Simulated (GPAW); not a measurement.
Input of a GPAW 26.7.0 run:

The input run.py:

```python
from ase import Atoms
from ase.dft.bandgap import bandgap
from ase.io import write
from ase.units import GPa
from gpaw import GPAW, PW

atoms = Atoms(['Te', 'Te', 'Te', 'Te', 'Mo', 'Mo'],
              cell=[[3.5182, 0.0, 0.0],
                    [-1.7591, 3.0468505756, 0.0],
                    [0.0, 0.0, 13.9736]],
              scaled_positions=[[0.6666666667, 0.3333333333, 0.379],
                                [0.3333333333, 0.6666666667, 0.879],
                                [0.6666666667, 0.3333333333, 0.121],
                                [0.3333333333, 0.6666666667, 0.621],
                                [0.6666666667, 0.3333333333, 0.75],
                                [0.3333333333, 0.6666666667, 0.25]],
              pbc=True)

calc = GPAW(mode=PW(600),
            xc='MGGA_X_R2SCAN+MGGA_C_R2SCAN',
            kpts={'size': (6, 6, 2), 'gamma': True},
            occupations={'name': 'fermi-dirac', 'width': 0.05},
            nbands=46,
            convergence={'density': 1e-05, 'energy': 1e-05},
            maxiter=150,
            txt='gpaw.txt')
atoms.calc = calc
energy = atoms.get_potential_energy()
forces = atoms.get_forces()
stress = atoms.get_stress()
calc.write('gs.gpw')
write('result.traj', atoms)
print(f'Energy: {energy:.6f} eV')
print('Forces (eV/A):')
print(forces.round(4))
print('Stress (GPa):', (stress / GPa).round(3))
print('Fermi level:', round(calc.get_fermi_level(), 4), 'eV')
print(f'Gap: {bandgap(calc)[0]:.4f} eV, direct: {bandgap(calc, direct=True)[0]:.4f} eV')

path = atoms.cell.bandpath('GMKGALHA,LM,KH', npoints=100, eps=1e-4)
bs_calc = calc.fixed_density(kpts=path, symmetry='off', nbands=73,
                             convergence={'bands': 'CBM+6.0', 'eigenstates': 1e-6}, txt='bands.txt')
bs = bs_calc.band_structure()
bs.write('bs.json')
print(f'Gap on the path: {bandgap(bs_calc)[0]:.4f} eV')
```

Potentials or basis: GPAW PAW data sets (gpaw-data 1.2.1), pw.

Launch:

```sh
$ OMP_NUM_THREADS=1 python run.py
```

Question: What does it give for the band gap on the k mesh?

Answer: 0.93 eV, indirect (least direct gap 1.12 eV).

Question: What does it give for the largest force?

Answer: 0.133 eV/Å.

Question: Estimate the band gap along the path.

Answer: 0.82 eV, indirect (least direct gap 1.12 eV).

Question: Predict the pressure.

Answer: 1.8 GPa.

Stress tensor (GPa, compression positive):
```
2.04 0.00 0.00
0.00 2.04 0.00
0.00 0.00 1.18
```

Caveat: the PAW data sets were made with another functional, which shifts forces and pressure a little; spin-orbit coupling is left out, which moves the levels of the heavy elements; the mesh misses the band edges, which the band path finds closer together.

**The experiment to reproduce.**

From “Broadband infrared study of pressure-tunable Fano resonance and metallization transition in 2H-MoTe2”, 2022, pmc:9569381, for a bulk crystal of Te2Mo at 300 K: band gap 0.88 ± 0.05 eV (indirect).

Against the measured gap of Te2Mo, 0.88 eV (indirect; 300 K; quoted in “Broadband infrared study of pressure-tunable Fano resonance and metallization transition in 2H-MoTe2”, 2022, pmc:9569381), the calculated 0.82 eV is off by -0.06 eV. Spin-orbit coupling on Mo, Te is left out. The value is that of r2SCAN, without temperature or zero-point motion.
